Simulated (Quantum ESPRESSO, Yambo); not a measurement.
# A GW chain in Yambo: CdTe (F-43m), part 3 of 3

Wanted: ground state, empty states, screening and self-energy for CdTe (F-43m).

Quantum ESPRESSO 7.5 and Yambo 5.3.0; PBE and many-body steps on it, plane waves. Known limits of the many-body steps: not at the basis limit; coarse k mesh.

So far. Step 3 (Bands along the symmetry lines): The gap is 0.602 eV, as in the run before at this level. Step 4 (Empty states on the mesh, 4×4×4 mesh, 268 bands): On this mesh the gap is 0.602 eV.

The database entry behind the starting cell differs from later determinations by our own check (an axis about 1.1 % short against later determinations), so it need not match the best structure at ambient conditions.

### 6. Screening and self-energy, 4×4×4 mesh, 268 bands, screening to 156.5 eV

Now the one-shot GW correction: screening in the RPA, then the self-energy of the levels asked for.

This step: G0W0 on PBE with spin-orbit coupling, plane waves, norm-conserving pseudopotentials.

gw4.in reads:

```
HF_and_locXC
gw0
dyson
ppa
em1d
rim_cut
RandQpts= 1000000
RandGvec= 1 RL
EXXRLvcs= 94 Ry
VXCRLvcs= 376 Ry
Chimod= "HARTREE"
% BndsRnXp
 1 | 268 |
%
NGsBlkXp= 11.5 Ry
% LongDrXp
 1 | 1 | 1 |
%
% GbndRnge
 1 | 268 |
%
DysSolver= "n"
ExtendOut
PPAPntXp= 27.21138 eV
% QPkrange
 1 | 1 | 41 | 48 |
%
```

Started as:

```sh
$ OMP_NUM_THREADS=1 mpirun -n 4 yambo -F gw4.in -J gw4 -C gw4 > gw4.log
```

What it wrote:

```text
 Yambo, version 5.3.0

 [02] CORE Variables Setup
 =========================

  [... cell, symmetries and grids as in the set-up ...]

  [02.05] Energies & Occupations
  ==============================

  [X] === General ===
  [X] Electronic Temperature                        :  0.000000  0.000000 [eV K]
  [X] Bosonic    Temperature                        :  0.000000  0.000000 [eV K]
  [X] Finite Temperature mode                       : no
  [X] El. density                                   :  0.66825E+24 [cm-3]
  [X] Fermi Level                                   :  9.054415 [eV]

  [X] === Gaps and Widths ===
  [X] Conduction Band Min                           :  0.601671 [eV]
  [X] Valence Band Max                              :  0.000000 [eV]
  [X] Filled Bands                                  :   44
  [X] Empty Bands                                   :   45  268
  [X] Direct Gap                                    :  0.601671 [eV]
  [X] Direct Gap localized at k                     :  1
  [X] Indirect Gap                                  :  0.601671 [eV]
  [X] Indirect Gap between kpts                     :  1  1
  [X] Last valence band width                       :  2.550699 [eV]
  [X] 1st conduction band width                     :  3.256329 [eV]

 [03] Transferred momenta grid and indexing
 ==========================================

 IBZ Q-points                                      :   8
 BZ  Q-points                                      :   64

 K/Q-points units:
 rlu = crystal or reduced units; cc = cartesian coordinates; iku = interal k-units

 Q [1]          [rlu]:  0.000000  0.000000  0.000000
 Q [2]          [rlu]: -0.91950E-18 -0.91950E-18  0.25000
 Q [3]          [rlu]:  0.18390E-17  0.18390E-17 -0.50000
 Q [4]          [rlu]:  0.93911E-17  0.25000      0.25000
 Q [5]          [rlu]:  0.54592E-16  0.25000      0.50000
 Q [6]          [rlu]:  0.18390E-17  0.25000     -0.25000
 Q [7]          [rlu]: -0.18782E-16 -0.50000     -0.50000
 Q [8]          [rlu]:  0.250000 -0.500000 -0.250000

 [04] Coloumb potential Random Integration (RIM)
 ===============================================

  [04.01] RIM initialization
  ==========================

  * Diagonal components only detected *

  8 x (sBL volume)        :  0.069781 [a.u.]
  sBZ random points       :  1000000
  Points outside the sBZ  :   7999624
  RL volume               :  0.558250 [a.u.]
  Integrated volume       :  0.558276 [a.u.]

  [04.02] RIM integrals
  =====================

  Gamma point sphere radius             :  0.074679 [a.u.]
  Points outside the sphere             :   799635
  [Int_sBZ(q=0) 1/q^2]*(Vol_sBZ)^(-1/3) =:  7.763403
                                 should be <:  7.795600

  Summary of Coulomb integrals for non-metallic bands |Q|[au] RIM/Bare

  Q [1] 0.100000E-4 0.995870 * Q [2] 0.224607 1.063761
  Q [4] 0.259354 1.062979 * Q [6] 0.366782 1.026387
  Q [5] 0.430090 1.018651 * Q [3] 0.449214 1.016906
  Q [7] 0.518708 1.013309 * Q [8] 0.579933 1.010246

 [05] Dipoles
 ============

  [05.01] Setup: observables and procedures
  =========================================

  [WARNING] [x,Vnl] slows the Dipoles computation. To neglect it rename the ns.kb_pp file

 [06] Dynamic Dielectric Matrix (PPA)
 ====================================

 [WR./gw4//ndb.pp]---------------------------------------------------------------
  Brillouin Zone Q/K grids (IBZ/BZ)                :    8   64    8   64
  RL vectors                                       :   8099 [WF]
  Coulomb cutoff potential                         : none
  Electronic Temperature                           :  0.000000 [K]
  Bosonic    Temperature                           :  0.000000 [K]
  PPA    diel. fun.  energies                      : Perdew, Burke & Ernzerhof(X)+Perdew, Burke & Ernzerhof(C)
  wavefunctions                                    : Perdew, Burke & Ernzerhof(X)+Perdew, Burke & Ernzerhof(C)
  Global Gauge                                     : length
  X matrix size                                    :   339
  X band range                                     :    1  268
  X e/h energy range                               : -1.000000 -1.000000 [eV]
  X Time ordering                                  : R
  X Hxc Kernel                                     : HARTREE
  X Drude frequency                                :  0.000000  0.000000
  X poles                                          :  100.0000 [o/o]
  RL vectors in the sum                            :   8099
  [r,Vnl] included                                 : yes
  Field direction                                  :  0.577350E-5  0.577350E-5  0.577350E-5
  BZ energy Double Grid                            : no
  BZ energy DbGd points                            : 0
  BZ Q point size factor                           : -1.000000
  X Optical Averaged directions                    : none

 [07] Local Exchange-Correlation + Non-Local Fock
 ================================================

 [VXC] Plane waves :   54769
 [EXS] Plane waves :   6879

 QP @ state[ 1 ] K range:  1  1
 QP @ state[ 1 ] b range:   41   48

 [xc] Functional : Perdew, Burke & Ernzerhof(X)+Perdew, Burke & Ernzerhof(C)
 [xc] LIBXC used to calculate xc functional
  PP Number of Atomic Species                      :  2
  NLCC RL compoments                               :   54769
  PP Number of Atomic Species                      :  2
  NLCC RL compoments                               :   54769

 [xc] E_xc :  -35.75471 [Ha]
      E_xc :  -71.50942 [Ry]

  Local XC kind (lXC) : Perdew, Burke & Ernzerhof(X)+Perdew, Burke & Ernzerhof(C)
  Non-Local XC kind (nlXC) : Hartree-Fock

  Corrections @ K [1] :  [eV]
 <41|nlXC|41> = -16.22075 -0.86611E-17 <41|lXC|41> = -14.45267 -0.18880E-15
 <42|nlXC|42> = -16.22071 -0.74112E-18 <42|lXC|42> = -14.45267 -0.82612E-16
 <43|nlXC|43> = -16.22071  0.20172E-17 <43|lXC|43> = -14.45267  0.36496E-20
 <44|nlXC|44> = -16.22075  0.11295E-16 <44|lXC|44> = -14.45267  0.47201E-16
 <45|nlXC|45> = -8.200194 -0.16644E-19 <45|lXC|45> = -12.06410 -0.14162E-15
 <46|nlXC|46> = -8.200196  0.68622E-18 <46|lXC|46> = -12.06410 -0.82616E-16
 <47|nlXC|47> = -6.198152 -0.42714E-18 <47|lXC|47> = -10.35686 -0.94479E-16
 <48|nlXC|48> = -6.198155 -0.10724E-17 <48|lXC|48> = -10.35686  0.47199E-16

 [08] Dyson equation: Newton solver
 ==================================

  [08.01] G0W0 (W PPA)
  ====================

  [  GW  ] Bands range     :    1  268
  [GW/PPA] G damping       :  0.100000 [eV]

  QP @ state[ 1 ] K range:  1  1
  QP @ state[ 1 ] b range:   41   48

   Sc/G bands                                       :    1  268
   Sc/G damping                                     :  0.100000 ev
   Sc bands terminator                              : no
   Sx RL components                                 :   6879

   QP @ state[ 1 ] K range                          :  1  1
   QP @ state[ 1 ] b range                          :   41   48
   GF energies kind                                 : Perdew, Burke & Ernzerhof(X)+Perdew, Burke & Ernzerhof(C)
   GF WF`s kind                                     : Perdew, Burke & Ernzerhof(X)+Perdew, Burke & Ernzerhof(C)
   Xs energies kind                                 : Perdew, Burke & Ernzerhof(X)+Perdew, Burke & Ernzerhof(C)
   Xs WF`s kind                                     : Perdew, Burke & Ernzerhof(X)+Perdew, Burke & Ernzerhof(C)

 [11] Game Over & Game summary
```

Run time: 22 min. Hardware: 4 MPI ranks of Arm Neoverse V1, shared host; peak memory 5.7 GiB.

This step gave:

| Item | Value |
| --- | --- |
| G0W0 gap on the points computed | 1.344 eV |
| starting gap on the mesh | 0.6017 eV |
| k of the valence top | 0, 0, 0 |
| k of the conduction bottom | 0, 0, 0 |
| least direct G0W0 gap on the computed points | 1.344 eV |
| Z at the valence top | 0.8019 |
| Z at the conduction bottom | 0.8118 |

The gap on the mesh goes from 0.60 eV to 1.34 eV, a correction of +0.74 eV.

Limits: finite bands, cutoff and mesh; coarse k mesh. v1 is the top filled band, c1 the lowest empty one. Levels before and after the correction, in eV, zero at the valence-band top of each column:

|  | conduction bottom | valence top |
| --- | --- | --- |
| Kohn-Sham | 0.60 | 0.00 |
| G0W0 | 1.34 | 0.00 |

|  | level | energy (eV) |
| --- | --- | --- |
| Kohn-Sham | Γ v4-v1 | 0.000 |
| Kohn-Sham | Γ c1-c2 | 0.602 |
| Kohn-Sham | Γ c3-c4 | 4.078 |
| G0W0 | Γ v4-v1 | 0.000 |
| G0W0 | Γ c1-c2 | 1.344 |
| G0W0 | Γ c3-c4 | 4.726 |

### 7. Where the time went

Times are wall times on the hardware named with each run, good to a factor of about two.

| step | time | share | memory (GiB) |
| --- | --- | --- | --- |
| ground state | 71 s | 4 % | 0.85 |
| bands along the symmetry lines | 59 s | 4 % | 0.56 |
| empty states on the mesh | 2.1 min | 8 % | 1.5 |
| conversion and set-up | 4.2 s | 0 % | 0.26 |
| screening and self-energy | 22 min | 84 % | 5.7 |

### 8. Summary of results

| Quantity | Value |
| --- | --- |
| PBE gap | 0.60 eV, direct |
| G0W0 gap on the mesh | 1.34 eV |
| GW settings | 4×4×4 mesh, 268 bands, screening to 156.5 eV, Godby-Needs plasmon pole |
| known limits | not at the basis limit; coarse k mesh |

G0W0 moves the gap on the mesh from 0.60 eV to 1.34 eV (+0.74 eV), with Z of 0.80 and 0.81 at the edges. Only 1 of the mesh's irreducible points was corrected, so a valley elsewhere could overtake. The dearest step here is «screening and self-energy». Bands and cutoff are finite, so the gap is not at the basis limit. The miss can reach some tenths of an eV and take either sign; the mesh is an error of its own. In the G0W0 run levels were corrected at 1 k point alone, so a gap called «on the mesh» is the least over those, and an edge elsewhere would be missed. The 4×4×4 mesh is coarse for this cell, which bears on the long-range parts of exchange and screening.

[Paths, hosts, dates, memory and timing lines, banners, echoed tables and standing remarks are left out of the program output.]

[Logs are printed without paths, hosts, clocks, repeated set-up lines and the standing remarks that a program may print on its own settings, such as how far it seeks lower states.]

[Runs of the session that timed out or met a known fault of the program may be left out.]

[Hosts, paths, dates, database ids (printed as entryN), source tags and the programs' standing remarks are cut or masked in the printed files.]
